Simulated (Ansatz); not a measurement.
The system is CdF2.

```
CELL_PARAMETERS angstrom
0.00000 2.69400 2.69400
2.69400 0.00000 2.69400
2.69400 2.69400 0.00000
ATOMIC_POSITIONS crystal
Cd 0.00000 0.00000 0.00000
F 0.75000 0.75000 0.75000
F 0.25000 0.25000 0.25000
```

| Item | Value |
| --- | --- |
| Program | Ansatz 0.2.0 |
| Task | relaxation of cell and atoms |
| Functional | revPBE |
| Potentials or basis | Ansatz PAW |
| Cutoff | 420 eV (not typed: the program's choice for these potentials) |
| k mesh | 9 × 9 × 9 |
| Occupations | fermi-dirac, width 0.05 eV |
| Spin | no spin polarisation |

At the start: volume 13.03 Å³/atom.

Task: Where does the relaxation end?

Result: It ends after 7 steps and the volume is 14.24 Å³/atom (+9.2 %); space group Fm-3m (No. 225, to 0.05 Å).

Step by step:
```
step  energy change (eV)  largest force (eV/Å)  volume (Å³)
   1              0.0000                0.0000        39.10
   2             -0.0740                0.0000        42.20
   3             -0.0737                0.0000        42.31
   4             -0.0927                0.0000        42.31
   5             -0.0924                0.0000        42.67
   6             -0.0923                0.0000        42.72
   7             -0.0936                0.0000        42.72
```

Final structure:
```
Cd F
1.0
     0.00000    2.77461    2.77461
     2.77461    0.00000    2.77461
     2.77461    2.77461    0.00000
Cd F
1 2
Direct
  0.00000 0.00000 0.00000
  0.75000 0.75000 0.75000
  0.25000 0.25000 0.25000
```

Caveat: the plane-wave basis is chosen anew once the cell has moved, so the energies of steps on either side of that aren't comparable; the pressure holds a Pulay correction of +0.6 GPa for the finite cutoff; the PAW data sets come from PBE, with cores solved anew for the run's functional, which leaves a small shift of forces and pressure.
